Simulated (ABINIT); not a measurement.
# SiO2 (P6_322) in ABINIT: a series of runs

Aim: see how the results for SiO2 move with the level of theory and the settings. Levels: LDA, PBEsol. Tasks: band structure.

Everything below comes from runs of ABINIT 10.8.3 (patched build). Logs are shortened: lines on timing, memory, paths and dates and some standing lists are left out, and cuts for length are marked. The log counts tension as positive stress, the text compression.

**1. Starting point**

Symmetry: P6_322, No. 182, hexagonal system. The conventional cell has a = 5.069 Å, b = 5.069 Å, c = 8.558 Å, α = 90.00°, β = 90.00°, γ = 120.00°. Around Si (site symmetry 3) lie 4 O at 1.60 to 1.61 Å. O (site symmetry 2) is surrounded by 2 Si at 1.61 Å. O (site symmetry 32) has 2 Si at 1.60 Å as nearest neighbours.

The cell comes from a database or a generator and needn't be the stable form of this composition.

**2. Band structure, LDA**

File run.abi:

```
# Datasets: ground state, then fixed potential
ndtset 2

# Pseudopotentials
pp_dirpath "./"
pseudos "Si.LDA_PW-JTH.xml, O.LDA_PW-JTH.xml"

# Structure
acell 3*1.0 Angstrom
rprim
     5.0690738885     0.0000000000     0.0000000000
    -2.5345369442     4.3899467611     0.0000000000
     0.0000000000     0.0000000000     8.5584885400
ntypat 2
znucl 14 8
natom 12
typat 1 1 1 1 2 2 2 2 2 2 2 2
xred
     0.3333333333     0.6666666667     0.4371258000
     0.3333333333     0.6666666667     0.0628742000
     0.6666666667     0.3333333333     0.5628742000
     0.6666666667     0.3333333333     0.9371258000
     0.4212587450     0.0000000000     0.0000000000
     0.3333333333     0.6666666667     0.2500000000
     0.6666666667     0.3333333333     0.7500000000
     0.0000000000     0.5787412550     0.5000000000
     0.5787412550     0.5787412550     0.0000000000
     0.5787412550     0.0000000000     0.5000000000
     0.4212587450     0.4212587450     0.5000000000
     0.0000000000     0.4212587450     0.0000000000

# Plane-wave basis
ecut 23.0
pawecutdg 45.0
pawovlp 30

# Exchange and correlation
ixc 7

# Bands and occupations
occopt 3
tsmear 0.00183747

# SCF cycle
nstep 100

# Output
iomode 3
prtwf 0
prteig 0
prtebands 0
prtden1 1

# Dataset 1
kptopt1 1
ngkpt1 6 6 3
nshiftk1 1
shiftk1 0.0 0.0 0.0
nband1 40
tolvrs1 1.0e-9

# Dataset 2: bands along G-M-K-G-A-L-H-A
iscf2 -2
getden2 1
nband2 46
nbdbuf2 4
tolwfr2 1.0e-11
kptopt2 -7
ndivsm2 6
prteig2 1
prtvol2 -3
kptbounds2
     0.0000000000     0.0000000000     0.0000000000
     0.5000000000     0.0000000000     0.0000000000
     0.3333333333     0.3333333333     0.0000000000
     0.0000000000     0.0000000000     0.0000000000
     0.0000000000     0.0000000000     0.5000000000
     0.5000000000     0.0000000000     0.5000000000
     0.3333333333     0.3333333333     0.5000000000
     0.0000000000     0.0000000000     0.5000000000
```

Potentials or basis: JTH PAW LDA v2.0.

Started as:

```bash
> abinit run.abi > log 2>&1
```

run.abo:

```text
.Version 10.8.3 of ABINIT
 DATASET    1 : space group P6_3 2 2 (#182); Bravais hP (primitive hexag.)
================================================================================
 Values of the parameters that define the memory need for DATASET  1.
     intxc =       0    ionmov =       0      iscf =      17    lmnmax =       8
     lnmax =       4     mgfft =      72  mpssoang =       2    mqgrid =    4884
     natom =      12  nloc_mem =       2    nspden =       1   nspinor =       1
    nsppol =       1      nsym =      12    n1xccc =       1    ntypat =       2
    occopt =       3   xclevel =       1
       mpw =        6800          nfft =      145800          nkpt =          14
 PAW method is used; the additional fine FFT grid is defined by:
   mgfftf=       100    nfftf =    360000
================================================================================
================================================================================

 DATASET    2 : space group P6_3 2 2 (#182); Bravais hP (primitive hexag.)
================================================================================
 Values of the parameters that define the memory need for DATASET  2.
     intxc =       0    ionmov =       0      iscf =      -2    lmnmax =       8
     lnmax =       4     mgfft =      72  mpssoang =       2    mqgrid =    4884
     natom =      12  nloc_mem =       2    nspden =       1   nspinor =       1
    nsppol =       1      nsym =      12    n1xccc =       1    ntypat =       2
    occopt =       3   xclevel =       1
       mpw =        6806          nfft =      145800          nkpt =          73
 PAW method is used; the additional fine FFT grid is defined by:
   mgfftf=       100    nfftf =    360000
================================================================================
================================================================================

--------------------------------------------------------------------------------
------------- Echo of variables that govern the present computation ------------
--------------------------------------------------------------------------------
 -outvars: echo values of preprocessed input variables --------
            acell      1.8897261259E+00  1.8897261259E+00  1.8897261259E+00 Bohr
              amu      2.80855000E+01  1.59994000E+01
             ecut      2.30000000E+01 Hartree
           getden1          0
           getden2          1
             iscf1         17
             iscf2         -2
              ixc           7
           jdtset        1    2
           kptopt1          1
           kptopt2         -7
         kptrlatt        6    0    0      0    6    0      0    0    3
          kptrlen1     4.85195982E+01
          kptrlen2     3.00000000E+01
            natom          12
            nband1         40
            nband2         46
           nbdbuf1          0
           nbdbuf2          4
           ndtset           2
           ndivsm1          0
           ndivsm2          6
            ngfft          45      45      72
          ngfftdg          60      60     100
             nkpt1         14
             nkpt2         73
            nstep         100
             nsym          12
           ntypat           2
           occopt           3
        pawecutdg      4.50000000E+01 Hartree
          pawovlp      3.0000000000E+01
        prtebands           0
           prteig1          0
           prteig2          1
           prtvol1          0
           prtvol2         -3
            prtwf           0
            rprim      5.0690738885E+00  0.0000000000E+00  0.0000000000E+00
                      -2.5345369442E+00  4.3899467611E+00  0.0000000000E+00
                       0.0000000000E+00  0.0000000000E+00  8.5584885400E+00
           shiftk1     0.00000000E+00  0.00000000E+00  0.00000000E+00
           shiftk2     5.00000000E-01  5.00000000E-01  5.00000000E-01
          spgroup         182
           tolvrs1     1.00000000E-09
           tolvrs2     0.00000000E+00
           tolwfr1     0.00000000E+00
           tolwfr2     1.00000000E-11
           tsmear      1.83747000E-03 Hartree
            typat      1  1  1  1  2  2  2  2  2  2  2  2
           useylm           1
           xangst      3.3333685300E-11  2.9266311741E+00  3.7411361498E+00
                       3.3333685300E-11  2.9266311741E+00  5.3810812016E-01
[... 1496 lines left out ...]
...

 Integrated electronic density in atomic spheres:
 ------------------------------------------------
 Atom  Sphere_radius  Integrated_density
    1        1.90945          2.00027185
    2        1.90945          2.00027185
    3        1.90945          2.00027185
    4        1.90945          2.00027185
    5        1.41465          4.71852502
    6        1.41465          4.73620638
    7        1.41465          4.73620638
    8        1.41465          4.71852502
    9        1.41465          4.71852502
   10        1.41465          4.71852502
   11        1.41465          4.71852502
   12        1.41465          4.71852502

================================================================================

 ----iterations are completed or convergence reached----

 Mean square residual over all n,k,spin=   64.325E-13; max=  99.974E-13
 reduced coordinates (array xred) for   12 atoms
       0.333333333333      0.666666666667      0.437125800000
       0.333333333333      0.666666666667      0.062874200000
       0.666666666667      0.333333333333      0.562874200000
       0.666666666667      0.333333333333      0.937125800000
       0.421258745000      0.000000000000     -0.000000000000
       0.333333333333      0.666666666667      0.250000000000
       0.666666666667      0.333333333333      0.750000000000
      -0.000000000000      0.578741255000      0.500000000000
       0.578741255000      0.578741255000     -0.000000000000
       0.578741255000      0.000000000000      0.500000000000
       0.421258745000      0.421258745000      0.500000000000
       0.000000000000      0.421258745000     -0.000000000000

 cartesian coordinates (angstrom) at end:
    1      0.00000000003333     2.92663117406667     3.74113614983833
    2      0.00000000003333     2.92663117406667     0.53810812016167
    3      2.53453694426667     1.46331558703333     4.81735239016167
    4      2.53453694426667     1.46331558703333     8.02038041983833
    5      2.13539170458178     0.00000000000000    -0.00000000000000
    6      0.00000000003333     2.92663117406667     2.13962213500000
    7      2.53453694426667     1.46331558703333     6.41886640500000
    8     -1.46684109193017     2.54064329790220     4.27924427000000
    9      1.46684109198805     2.54064329790220    -0.00000000000000
   10      2.93368218391822     0.00000000000000     4.27924427000000
   11      1.06769585231195     1.84930346319780     4.27924427000000
   12     -1.06769585226983     1.84930346319780    -0.00000000000000
 length scales=  1.889726125908  1.889726125908  1.889726125908 bohr
              =  1.000000000000  1.000000000000  1.000000000000 angstroms
 Eigenvalues (hartree) for nkpt=  73  k points:
 kpt#   1, nband= 46, wtk=  1.00000, kpt=  0.0000  0.0000  0.0000 (reduced coord)
  -0.73637   -0.72117   -0.68321   -0.65806   -0.65768   -0.65768   -0.65722   -0.65722
  -0.39227   -0.34595   -0.27287   -0.24617   -0.24501   -0.24501   -0.23774   -0.23774
  -0.14374   -0.12580   -0.12580   -0.11349   -0.11349   -0.10377   -0.10123   -0.10123
  -0.10027   -0.10027   -0.06066   -0.06066   -0.05523   -0.05345   -0.03102   -0.03102
   0.16795    0.25108    0.26612    0.28666    0.30562    0.30562    0.32154    0.33522
   0.33522    0.34022    0.39972    0.39973    0.40151    0.41704
 kpt#   2, nband= 46, wtk=  1.00000, kpt=  0.0417  0.0000  0.0000 (reduced coord)
  -0.73619   -0.72098   -0.68343   -0.65807   -0.65772   -0.65769   -0.65754   -0.65723
  -0.39178   -0.34549   -0.27352   -0.24623   -0.24525   -0.24461   -0.23752   -0.23738
  -0.14376   -0.12601   -0.12581   -0.11371   -0.11338   -0.10374   -0.10210   -0.10201
  -0.09973   -0.09946   -0.06185   -0.06074   -0.05526   -0.05290   -0.03136   -0.03106
   0.16882    0.25198    0.26642    0.28687    0.30486    0.30582    0.32301    0.33381
   0.33482    0.34193    0.39596    0.39870    0.39993    0.41822
 kpt#   3, nband= 46, wtk=  1.00000, kpt=  0.0833  0.0000  0.0000 (reduced coord)
  -0.73567   -0.72040   -0.68409   -0.65852   -0.65809   -0.65783   -0.65774   -0.65727
  -0.39035   -0.34414   -0.27538   -0.24619   -0.24595   -0.24367   -0.23689   -0.23638
[... 480 lines left out ...]
 kpt#  72, nband= 46, wtk=  1.00000, kpt=  0.0238  0.0238  0.5000 (reduced coord)
  -0.73003   -0.73003   -0.66964   -0.66964   -0.65754   -0.65754   -0.65741   -0.65741
  -0.37181   -0.37181   -0.25670   -0.25670   -0.24415   -0.24415   -0.23801   -0.23801
  -0.12516   -0.12516   -0.12215   -0.12215   -0.11972   -0.11972   -0.10060   -0.10060
  -0.10039   -0.10039   -0.05484   -0.05484   -0.05249   -0.05249   -0.03720   -0.03720
   0.19759    0.19759    0.30110    0.30110    0.30889    0.30889    0.31768    0.31768
   0.34796    0.34796    0.38286    0.38286    0.39304    0.39304
 kpt#  73, nband= 46, wtk=  1.00000, kpt=  0.0000  0.0000  0.5000 (reduced coord)
  -0.73020   -0.73020   -0.66941   -0.66941   -0.65751   -0.65751   -0.65738   -0.65738
  -0.37222   -0.37222   -0.25621   -0.25621   -0.24456   -0.24456   -0.23814   -0.23814
  -0.12478   -0.12478   -0.12224   -0.12224   -0.11972   -0.11972   -0.10057   -0.10057
  -0.10033   -0.10033   -0.05421   -0.05421   -0.05276   -0.05276   -0.03710   -0.03710
   0.19685    0.19685    0.30108    0.30108    0.30859    0.30859    0.31771    0.31771
   0.34774    0.34774    0.38439    0.38439    0.39161    0.39161

== END DATASET(S) ==============================================================
================================================================================

 -outvars: echo values of variables after computation  --------
            acell      1.8897261259E+00  1.8897261259E+00  1.8897261259E+00 Bohr
           etotal1    -1.4589713572E+02
            fcart1    -3.6140071517E-20 -3.6140071897E-20  2.0350074324E-04
                      -3.6140071517E-20 -3.6140071897E-20 -2.0350074324E-04
                      -3.6140073765E-20 -3.6140072676E-20 -2.0350074324E-04
                      -3.6140071517E-20 -3.6140071897E-20  2.0350074324E-04
                       2.8059037010E-03 -3.1958917519E-14 -2.2587546980E-21
                      -3.6140072416E-20 -3.6140072367E-20 -2.2587544983E-21
                      -3.6140072416E-20 -3.6140072432E-20 -2.2587544983E-21
                       1.4029518505E-03 -2.4299838856E-03 -2.2587546980E-21
                      -1.4029518505E-03 -2.4299838856E-03 -2.2587543651E-21
                      -2.8059037010E-03  3.1958628398E-14 -2.2587542985E-21
                       1.4029518505E-03  2.4299838856E-03 -2.2587546315E-21
                      -1.4029518505E-03  2.4299838856E-03 -2.2587546315E-21
            rprim      5.0690738885E+00  0.0000000000E+00  0.0000000000E+00
                      -2.5345369442E+00  4.3899467611E+00  0.0000000000E+00
                       0.0000000000E+00  0.0000000000E+00  8.5584885400E+00
           strten1     8.6541512646E-05  8.6541512648E-05  8.3387265809E-05
                       0.0000000000E+00  0.0000000000E+00 -2.3949671431E-14
           xangst      3.3333685300E-11  2.9266311741E+00  3.7411361498E+00
                       3.3333685300E-11  2.9266311741E+00  5.3810812016E-01
                       2.5345369443E+00  1.4633155870E+00  4.8173523902E+00
                       2.5345369443E+00  1.4633155870E+00  8.0203804198E+00
                       2.1353917046E+00  0.0000000000E+00 -2.3754577583E-16
                       3.3333685300E-11  2.9266311741E+00  2.1396221350E+00
                       2.5345369443E+00  1.4633155870E+00  6.4188664050E+00
                      -1.4668410919E+00  2.5406432979E+00  4.2792442700E+00
                       1.4668410920E+00  2.5406432979E+00 -2.3754577583E-16
                       2.9336821839E+00  0.0000000000E+00  4.2792442700E+00
                       1.0676958523E+00  1.8493034632E+00  4.2792442700E+00
                      -1.0676958523E+00  1.8493034632E+00 -2.3754577583E-16
             xred      3.3333333333E-01  6.6666666667E-01  4.3712580000E-01
                       3.3333333333E-01  6.6666666667E-01  6.2874200000E-02
                       6.6666666667E-01  3.3333333333E-01  5.6287420000E-01
                       6.6666666667E-01  3.3333333333E-01  9.3712580000E-01
                       4.2125874500E-01  0.0000000000E+00 -2.7755575616E-17
                       3.3333333333E-01  6.6666666667E-01  2.5000000000E-01
                       6.6666666667E-01  3.3333333333E-01  7.5000000000E-01
                      -1.2004819517E-27  5.7874125500E-01  5.0000000000E-01
                       5.7874125500E-01  5.7874125500E-01 -2.7755575616E-17
                       5.7874125500E-01  0.0000000000E+00  5.0000000000E-01
                       4.2125874500E-01  4.2125874500E-01  5.0000000000E-01
                       6.6906908984E-28  4.2125874500E-01 -2.7755575616E-17
 Calculation completed.
```

Run time: 22 min. Hardware: 1 thread of Arm Neoverse V1, shared host; peak memory 0.47 GiB.

Results:

```
Free energy             : -3970.0633 eV
Pressure                : -2.5 GPa
Largest force           : 0.144 eV/Å
Band gap on the k mesh  : 5.40 eV, indirect (least direct gap 5.41 eV)
Band gap along the path : 5.36 eV, indirect (least direct gap 5.40 eV)
```

Forces in eV/Å, atoms in the order of the input:
```
Si   0.000  0.000  0.010
Si   0.000  0.000 -0.010
Si   0.000  0.000 -0.010
Si   0.000  0.000  0.010
O    0.144  0.000  0.000
O    0.000  0.000  0.000
O    0.000  0.000  0.000
O    0.072 -0.125  0.000
O   -0.072 -0.125  0.000
O   -0.144  0.000  0.000
O    0.072  0.125  0.000
O   -0.072  0.125  0.000
```

Levels at the corners of the path, in eV from the valence-band top:
```tsv
point	band 30	band 31	band 32	band 33	band 34	band 35
Γ	-0.67	-0.06	-0.06	5.36	7.62	8.03
M	-0.78	-0.65	-0.04	7.60	8.01	8.58
K	-0.82	-0.82	-0.17	8.37	8.37	8.50
Γ	-0.67	-0.06	-0.06	5.36	7.62	8.03
A	-0.65	-0.22	-0.22	6.14	6.14	8.98
L	-0.76	-0.37	-0.37	8.01	8.01	8.29
H	-0.73	-0.58	-0.58	8.38	8.38	8.61
A	-0.65	-0.22	-0.22	6.14	6.14	8.98
```

Caveat: the atomic spheres overlap. LDA gaps usually lie below the measured ones, often by a third to a half.

**3. Band structure, PBEsol**

Changes to run.abi since step 2:

```diff
@@ -5,3 +5,3 @@
 pp_dirpath "./"
-pseudos "Si.LDA_PW-JTH.xml, O.LDA_PW-JTH.xml"
+pseudos "Si.GGA_PBE-JTH.xml, O.GGA_PBE-JTH.xml"
 
@@ -34,2 +34,3 @@
 pawecutdg 45.0
+pawxcdev 0
 pawovlp 30
@@ -37,3 +38,3 @@
 # Exchange and correlation
-ixc 7
+ixc -116133
```

Potentials or basis: JTH PAW PBE v2.0.

Started as:

```bash
> abinit run.abi > log 2>&1
```

Run time: 27 min. Hardware: 1 thread of Arm Neoverse V1, shared host; peak memory 0.57 GiB.

The run converged. Its results:

* Free energy: -3954.7092 eV
* Pressure: 0.6 GPa
* Largest force: 0.030 eV/Å
* Band gap on the k mesh: 5.62 eV, indirect (least direct gap 5.63 eV)
* Band gap along the path: 5.58 eV, indirect (least direct gap 5.62 eV)

Forces on the atoms (eV/Å):
```
Si   0.000  0.000  0.013
Si   0.000  0.000 -0.013
Si   0.000  0.000 -0.013
Si   0.000  0.000  0.013
O   -0.030  0.000  0.000
O    0.000  0.000  0.000
O    0.000  0.000  0.000
O   -0.015  0.026  0.000
O    0.015  0.026  0.000
O    0.030  0.000  0.000
O   -0.015 -0.026  0.000
O    0.015 -0.026  0.000
```

Levels at the corners of the path, in eV from the valence-band top:
```
point  band 30  band 31  band 32  band 33  band 34  band 35
    Γ    -0.67    -0.06    -0.06     5.58     7.74     8.36
    M    -0.78    -0.65    -0.04     7.79     8.30     8.88
    K    -0.81    -0.81    -0.17     8.56     8.56     8.82
    Γ    -0.67    -0.06    -0.06     5.58     7.74     8.36
    A    -0.65    -0.22    -0.22     6.36     6.36     9.12
    L    -0.76    -0.37    -0.37     8.16     8.16     8.59
    H    -0.73    -0.58    -0.58     8.49     8.49     8.93
    A    -0.65    -0.22    -0.22     6.36     6.36     9.12
```

Caveat: the PAW data sets were made with another functional, which shifts forces and pressure a little; the atomic spheres overlap.
